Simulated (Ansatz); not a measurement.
**Is this MgO structure a true minimum?**

It was relaxed at this level from a Materials Project cell.

All numbers below come from Ansatz 0.2.0, DFT PBE, scalar-relativistic, plane waves, PAW. Cutoff 420 eV; k points 6×6×6 on the computed 4-atom cell (Γ-centred); Gaussian smearing, width 0.02 eV; no spin polarisation.

The cell below (4 atoms, space group P6_3/mmc (No. 194)) is relaxed within its symmetry.

```
CELL_PARAMETERS angstrom
3.52072 0.00000 0.00000
-1.76036 3.04903 0.00000
0.00000 0.00000 4.23744
ATOMIC_POSITIONS crystal
Mg 0.66667 0.33333 0.75000
Mg 0.33333 0.66667 0.25000
O 0.66667 0.33333 0.25000
O 0.33333 0.66667 0.75000
```

For the test a repeat of it with 8 atoms (edges 3.52, 4.24, 6.10 Å) was strained at random (σ = 1.5 % a component), the atoms were moved at random (σ = 0.05 Å), and all was relaxed again on a coarse 4×4×2 mesh (in the run’s order of axes) with 0.10 eV smearing, with no symmetry imposed.

Q: Is the structure stable against such a distortion?

A: It returns, within 1 meV/atom of the unmoved cell on that mesh and with the same symmetry when read at 0.1 Å (Cmcm at 0.01 Å, so small strains and shifts remain). No instability shows in this cell; modes of other wave vectors, which need another repeat, aren't tested.
